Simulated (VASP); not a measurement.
# Si2W (I4/mmm) in VASP: notebook

One crystal, Si2W, is run at these levels: PBE; tasks: relaxation of cell and atoms.

Everything below comes from runs of VASP 6.6.1. Logs are shortened: lines on timing, memory, paths and dates and some standing lists are left out, and cuts for length are marked.

## Step 1: Starting point

It takes space group I4/mmm (No. 139, tetragonal). The conventional cell has a = 3.214 Å, b = 3.214 Å, c = 7.830 Å, α = 90.00°, β = 90.00°, γ = 90.00°. Si (site symmetry 4mm) is surrounded by 5 Si at 2.59 to 2.63 Å and 5 W at 2.62 Å. W (site symmetry 4/mmm) is surrounded by 10 Si at 2.62 Å.

## Step 2: Relaxation of cell and atoms, PBE

The input, INCAR:

```
PREC     = Accurate       # precision mode
ENCUT    = 520            # plane-wave cutoff, eV
EDIFF    = 1E-7           # SCF threshold, eV
ISMEAR   = 0              # smearing method
SIGMA    = 0.1            # smearing width, eV
LREAL    = False          # projectors in reciprocal space
LASPH    = True           # aspherical terms in the spheres
NELM     = 80             # most SCF steps
ALGO     = Normal         # electronic algorithm
ISIF     = 3              # what is computed and relaxed
LWAVE    = False          # write WAVECAR
LCHARG   = False          # write CHGCAR
GGA      = PE             # functional
IBRION   = 2              # ionic algorithm
NSW      = 80             # ionic steps
EDIFFG   = -0.002         # ionic threshold
```

The input, KPOINTS:

```
Automatic mesh
0
Gamma
  12 12 12
```

The input, POSCAR:

```
Si2W
1.0
   -1.6069000000      1.6069000000      3.9149500000
    1.6069000000     -1.6069000000      3.9149500000
    1.6069000000      1.6069000000     -3.9149500000
Si W
2 1
Direct
    0.3347000000      0.3347000000      0.0000000000
    0.6653000000      0.6653000000      0.0000000000
    0.0000000000      0.0000000000      0.0000000000
```

Potentials or basis: VASP PAW PBE potentials, release 64 (Si, W_sv).

The run is started by

```sh
> cat potpaw_PBE.64/Si/POTCAR potpaw_PBE.64/W_sv/POTCAR > POTCAR
> mpirun -np 1 vasp_std > vasp.out
```

OUTCAR:

```text
PREC = Accurate
   ENCUT = 520
   EDIFF = 1E-7
   ISMEAR = 0
   LREAL = False
   LASPH = True
   NELM = 80
   ISIF = 3
   GGA = PE
   IBRION = 2
   NSW = 80
   EDIFFG = -0.002

 ion  position               nearest neighbor table
   1  0.335  0.335  0.000-   2 2.59   3 2.62   3 2.62   3 2.62   3 2.62   3 2.62   2 2.63   2 2.63
                             2 2.63   2 2.63
   2  0.665  0.665  0.000-   1 2.59   3 2.62   3 2.62   3 2.62   3 2.62   3 2.62   1 2.63   1 2.63
                             1 2.63   1 2.63
   3  0.000  0.000  0.000-   2 2.62   2 2.62   2 2.62   1 2.62   2 2.62   1 2.62   1 2.62   1 2.62
                             1 2.62   2 2.62

  LATTYP: Found a body centered tetragonal cell.
 ALAT       =     3.2138000000
 C/A-ratio  =     2.4363370465

  Lattice vectors:

 A1 = (  -1.6069000000,   1.6069000000,   3.9149500000)
 A2 = (   1.6069000000,  -1.6069000000,   3.9149500000)
 A3 = (   1.6069000000,   1.6069000000,  -3.9149500000)

Analysis of symmetry for initial positions (statically):
=====================================================================
 Subroutine PRICEL returns:
 Original cell was already a primitive cell.

 Routine SETGRP: Setting up the symmetry group for a
 body centered tetragonal supercell.

 Subroutine GETGRP returns: Found 16 space group operations
 (whereof 16 operations were pure point group operations)
 out of a pool of 16 trial point group operations.

The static configuration has the point symmetry D_4h.

Analysis of symmetry for dynamics (positions and initial velocities):
=====================================================================
 Subroutine PRICEL returns:
 Original cell was already a primitive cell.

 Routine SETGRP: Setting up the symmetry group for a
 body centered tetragonal supercell.

 Subroutine GETGRP returns: Found 16 space group operations
 (whereof 16 operations were pure point group operations)
 out of a pool of 16 trial point group operations.

The dynamic configuration has the point symmetry D_4h.

 Subroutine INISYM returns: Found 16 space group operations
 (whereof 16 operations are pure point group operations),
 and found     1 'primitive' translations

----------------------------------------------------------------------------------------

                                     Primitive cell

  volume of cell :      40.4356

  direct lattice vectors                    reciprocal lattice vectors
    -1.606900000  1.606900000  3.914950000     0.000000000  0.311158131  0.127715552
     1.606900000 -1.606900000  3.914950000     0.311158131  0.000000000  0.127715552
     1.606900000  1.606900000 -3.914950000     0.311158131  0.311158131  0.000000000

  length of vectors
     4.526708376  4.526708376  4.526708376     0.336348992  0.336348992  0.440044048

  position of ions in fractional coordinates (direct lattice)
     0.334700000  0.334700000  0.000000000
     0.665300000  0.665300000  0.000000000
     0.000000000  0.000000000  0.000000000

  ion indices of the primitive-cell ions
   primitive index   ion index
                 1           1
                 2           2
                 3           3

----------------------------------------------------------------------------------------

 KPOINTS: Automatic mesh

Automatic generation of k-mesh.
 Grid dimensions read from file:
 generate k-points for:   12   12   12

 Generating k-lattice:

  Cartesian coordinates                     Fractional coordinates (reciprocal lattice)
     0.000000000  0.025929844  0.010642963     0.083333333  0.000000000  0.000000000
     0.025929844  0.000000000  0.010642963     0.000000000  0.083333333  0.000000000
     0.025929844  0.025929844  0.000000000     0.000000000  0.000000000  0.083333333

  Length of vectors
     0.028029083  0.028029083  0.036670337

  Shift w.r.t. Gamma in fractional coordinates (k-lattice)
     0.000000000  0.000000000  0.000000000

 Subroutine IBZKPT returns following result:
 ===========================================

 Found    163 irreducible k-points:

 Following reciprocal coordinates:
            Coordinates               Weight
  0.000000  0.000000  0.000000      1.000000
  0.083333  0.000000  0.000000      8.000000
  0.166667 -0.000000  0.000000      8.000000
  0.250000  0.000000  0.000000      8.000000
  0.333333  0.000000  0.000000      8.000000
  0.416667  0.000000  0.000000      8.000000
[... 16 lines left out ...]
  0.500000  0.166667 -0.000000     16.000000
 -0.416667  0.166667  0.000000     16.000000
 [... further k-points ...]
   k-points           NKPTS =    163   k-points in BZ     NKDIM =    163   number of bands    NBANDS=     15
   number of dos      NEDOS =    301   number of ions     NIONS =      3
   total plane-waves  NPLWV =  46656
   dimension x,y,z NGX =    36 NGY =   36 NGZ =   36
   dimension x,y,z NGXF=    72 NGYF=   72 NGZF=   72
   ions per type =               2   1
   NGX,Y,Z   is equivalent  to a cutoff of  13.22, 13.22, 13.22 a.u.
   NGXF,Y,Z  is equivalent  to a cutoff of  26.44, 26.44, 26.44 a.u.
 SYSTEM =  unknown system
   PREC   = accura    normal or accurate (medium, high low for compatibility)
   ISTART =      0    job   : 0-new  1-cont  2-samecut
   ICHARG =      2    charge: 1-file 2-atom 10-const
   ISPIN  =      1    spin polarized calculation?
   LNONCOLLINEAR =      F non collinear calculations
   LSORBIT =      F    spin-orbit coupling
   LASPH  =      T    aspherical Exc in radial PAW
   ENCUT  =  520.0 eV  38.22 Ry    6.18 a.u.   8.42  8.42  8.42*2*pi/ulx,y,z
   NELM   =     80;   NELMIN=  2; NELMDL= -5     # of ELM steps
   EDIFF  = 0.1E-06   stopping-criterion for ELM
   LREAL  =      F    real-space projection
   EDIFFG = -.2E-02   stopping-criterion for IOM
   NSW    =     80    number of steps for IOM
   IBRION =      2    ionic relax: 0-MD 1-quasi-New 2-CG
   NFREE  =      1    steps in history (QN), initial steepest desc. (CG)
   ISIF   =      3    stress and relaxation
   ISYM   =      2    0-nonsym 1-usesym 2-fastsym
   POTIM  = 0.5000    time-step for ionic-motion
   TEBEG  =    0.0;   TEEND  =   0.0 temperature during run
   PSTRESS=    0.0 pullay stress
   NELECT =      22.0000    total number of electrons
   NUPDOWN=      -1.0000    fix difference up-down
   EMIN   =  10.00;   EMAX   =-10.00  energy-range for DOS
   EFERMI =   0.00;   METHOD = LEGACY
   ISMEAR =     0;   SIGMA  =   0.10  broadening in eV -4-tet -1-fermi 0-gaus
   EFERMI_NEDOS =   21; number of points for ismear=-14 and -15
   IALGO  =     38    algorithm
   IMIX   =      4    mixing-type and parameters
     AMIX     =   0.40;   BMIX     =  1.00
     AMIX_MAG =   1.60;   BMIX_MAG =  1.00
  volume/ion in A,a.u.               =      13.48        90.96
  Fermi-wavevector in a.u.,A,eV,Ry     =   1.336476  2.525573 24.302284  1.786167
  Thomas-Fermi vector in A             =   2.465099
   LORBIT       =      0    0 simple, 1 ext, 2 COOP (PROOUT), +10 PAW based schemes
   GGA     = PE    functional components
   LHFCALC =     F    Hartree Fock is set to
   AEXX    =    0.0000 exact exchange contribution
   IVDW    =     0    specifies the selected vdW correction
   LEPSILON=     F    determine dielectric tensor
   LRPA    =     F    only Hartree local field effects (RPA)
 conjugate gradient relaxation of ions
 non-spin polarized calculation
 Gauss-broadening in eV      SIGMA  =   0.10
  energy-cutoff  :      520.00
  volume of cell :       40.44
 maximum number of plane-waves:      1118
 NGX is ok and might be reduce to    36
   NGX = 17   NGY = 17   NGZ = 17

--------------------------------------- Ionic step        1  -------------------------------------------

 number of electron      21.9999999 magnetization

 Free energy of the ion-electron system (eV)
  ---------------------------------------------------
  ext. energy  EPLUGINS =         0.00000000
  ---------------------------------------------------
  free energy    TOTEN  =       -24.80884146 eV

  energy without entropy =      -24.80773218  energy(sigma->0) =      -24.80828682

------------------------ aborting loop because EDIFF is reached ----------------------------------------

  FORCE on cell =-STRESS in cart. coord.  units (eV):
  Direction    XX          YY          ZZ          XY          YZ          ZX
  --------------------------------------------------------------------------------------
  -------------------------------------------------------------------------------------
  Total        0.8097893      0.8097893      0.9420688      0.0000000      0.0000000     -0.0000000
  in kB       32.0862314     32.0862314     37.3275326      0.0000000      0.0000000     -0.0000000
  external PRESSURE =      33.8333318 kB  Pullay stress =       0.0000000 kB
[... 281 lines left out ...]
  energy  without entropy=      -24.8140633498  energy(sigma->0) =      -24.81461234

--------------------------------------- Ionic step        9  -------------------------------------------

 number of electron      22.0000000 magnetization

 Free energy of the ion-electron system (eV)
  ---------------------------------------------------
  ext. energy  EPLUGINS =         0.00000000
  ---------------------------------------------------
  free energy    TOTEN  =       -24.81516136 eV

  energy without entropy =      -24.81406386  energy(sigma->0) =      -24.81461261

 E-fermi :  11.7674     XC(G=0): -12.4591

 val. band max:       11.7135925855   @ k =  -0.3333  -0.4167   0.3333
 cond. band min:      11.7755172325   @ k =  -0.4167  -0.4167   0.3333
 fundamental gap:      0.0619246471
 Fermi energy:        11.7673692150

 k-point     1 :       0.0000    0.0000    0.0000
  band No.  band energies     occupation
      1     -62.1375      2.00000
      2     -26.3822      2.00000
      3     -26.3709      2.00000
      4     -26.3709      2.00000
      5      -2.2060      2.00000
      6       4.9970      2.00000
      7       7.9895      2.00000
      8       8.5040      2.00000
      9       8.9455      2.00000
     10       8.9455      2.00000
     11      12.3547      0.00000
     12      14.3970      0.00000
     13      14.7297      0.00000
     14      14.7903      0.00000
     15      14.7903      0.00000
[... 397 lines left out ...]
 k-point    24 :      -0.4167    0.1667    0.0000
  band No.  band energies     occupation
      1     -62.1293      2.00000
      2     -26.5545      2.00000
      3     -26.4026      2.00000
      4     -26.3616      2.00000
      5       0.8396      2.00000
      6       3.5060      2.00000
      7       6.0629      2.00000
      8       7.2455      2.00000
      9       8.9139      2.00000
     10       9.4075      2.00000
     11       9.5779      2.00000
     12      13.7903      0.00000
     13      14.3773      0.00000
     14      15.0938      0.00000
     15      16.3992      0.00000

 [... further k-points ...]

------------------------ aborting loop because EDIFF is reached ----------------------------------------

  FORCE on cell =-STRESS in cart. coord.  units (eV):
  Direction    XX          YY          ZZ          XY          YZ          ZX
  --------------------------------------------------------------------------------------
  -------------------------------------------------------------------------------------
  Total       -0.0029828     -0.0029828      0.0018102      0.0000000      0.0000000     -0.0000000
  in kB       -0.1164704     -0.1164704      0.0706821      0.0000000      0.0000000     -0.0000000
  external PRESSURE =      -0.0540862 kB  Pullay stress =       0.0000000 kB
[... 18 lines left out ...]
  FREE ENERGIE OF THE ION-ELECTRON SYSTEM (eV)
  ---------------------------------------------------
  free  energy   TOTEN  =       -24.8151613580 eV

  energy  without entropy=      -24.8140638553  energy(sigma->0) =      -24.81461261

 reached required accuracy - stopping structural energy minimisation
```

Run time: 3.9 min. Hardware: 1 thread of Intel Xeon 6975P-C (Granite Rapids), shared host; peak memory 0.28 GiB.

What came out:

| Property | Result |
| --- | --- |
| Free energy | -24.8152 eV |
| Relaxed volume | 13.68 Å³/atom |
| Relaxed cell | a = 4.549 Å, b = 4.549 Å, c = 4.549 Å, α = 138.42°, β = 138.42°, γ = 60.26° |
| Space group after relaxing (to 0.05 Å) | I4/mmm (No. 139) |
| Energy gained by relaxing | 2.1 meV/atom |
| Ionic steps | 9 |
| Pressure after relaxing | 0.0 GPa |
| Band gap on the k mesh | none (metal or under the smearing width) |

Step by step:
| step | energy change (eV) | largest force (eV/Å) | pressure (GPa) | volume (Å³) |
| --- | --- | --- | --- | --- |
| 1 | 0.0000 | 0.0802 | 3.38 | 40.44 |
| 2 | 0.0137 | 0.1005 | -5.57 | 42.12 |
| 3 | -0.0063 | 0.0122 | -0.02 | 41.03 |
| 4 | -0.0063 | 0.0135 | 0.05 | 41.02 |
| 5 | -0.0063 | 0.0033 | 0.04 | 41.02 |
| 6 | -0.0063 | 0.0050 | 0.04 | 41.02 |
| 7 | -0.0063 | 0.0009 | -0.06 | 41.04 |
| 8 | -0.0063 | 0.0025 | 0.00 | 41.03 |
| 9 | -0.0063 | 0.0020 | -0.01 | 41.03 |

Final structure:
```
Si W
1.0
    -1.61466    1.61466    3.93457
     1.61466   -1.61466    3.93457
     1.61466    1.61466   -3.93457
Si W
2 1
Direct
  0.33445 0.33445 0.00000
  0.66555 0.66555 0.00000
  0.00000 0.00000 0.00000
```

## Step 3: Relaxation of cell and atoms, PBE

This run uses another cell than the first one, of 13.68 Å³/atom, 1.015 times its volume.

INCAR is that of step 2.

KPOINTS is that of step 2.

The input, POSCAR:

```
Si2W                                    
1.0
   -1.6146560227      1.6146560227      3.9345726790
    1.6146560227     -1.6146560227      3.9345726790
    1.6146560227      1.6146560227     -3.9345726790
  Si              W             
     2     1
Direct
     0.3344514523018520    0.3344514523018520    0.0000000000000000
     0.6655485476981479    0.6655485476981479    0.0000000000000000
     0.0000000000000000    0.0000000000000000    0.0000000000000000
```

Potentials or basis: VASP PAW PBE potentials, release 64 (Si, W_sv).

The run is started by

```sh
> cat potpaw_PBE.64/Si/POTCAR potpaw_PBE.64/W_sv/POTCAR > POTCAR
> mpirun -np 1 vasp_std > vasp.out
```

Wall time 55 s (1 thread of Intel Xeon 6975P-C (Granite Rapids), shared host); peak memory 0.27 GiB.

It converged, with:

```yaml
Free_energy: -24.8154 eV
Pressure_after_relaxing: 0.0 GPa
Band_gap_on_the_k_mesh: none (metal or under the smearing width)
```

Final structure:
```
Si W
1.0
    -1.61466    1.61466    3.93457
     1.61466   -1.61466    3.93457
     1.61466    1.61466   -3.93457
Si W
2 1
Direct
  0.33445 0.33445 0.00000
  0.66555 0.66555 0.00000
  0.00000 0.00000 0.00000
```

Levels at points of the mesh, in eV from the Fermi level:
```csv
k point,band 9,band 10,band 11,band 12,band 13,band 14
"(0.00, 0.00, 0.00)",-2.82,-2.82,0.59,2.63,2.96,3.02
"(0.50, 0.00, 0.00)",-2.76,-2.73,-0.44,2.63,2.74,3.89
"(0.50, 0.50, 0.00)",-4.98,-3.21,-1.77,2.71,2.89,3.05
"(0.50, 0.50, 0.50)",-0.87,-0.87,-0.51,-0.51,0.76,4.42
```

Caveat: the relaxation stopped at its first step, so nothing moved. Spin-orbit coupling is left out, which matters for the levels of W.
